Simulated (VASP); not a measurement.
Energy against volume of Li3N (alpha). Level of theory: PBEsol GGA, VASP's PBE PAW potentials (set 64) (plane waves; VASP). Run with 520 eV cut-off, 7×7×6 Γ-centred mesh, Gaussian smearing of 0.050 eV, potentials Li_sv N.

Shape and ions are relaxed at each volume.

```csv
V (Å³/atom),E (eV/atom)
10.217,-4.02249
10.543,-4.02867
10.869,-4.03090
11.195,-4.02974
```

Fit these four points and predict the energy of the run at 11.521 Å³/atom.

A cubic in V^(−2/3), the third-order Birch-Murnaghan form, passes through the four points with V0 = 10.91 Å³/atom and B0 = 55 GPa, and gives -4.0257 eV/atom there. The run gave -4.0256 eV/atom, +0.1 meV/atom from the fit; all five points give B0 = 55 GPa.

The compound is Li3N in the alpha structure. It was relaxed first.
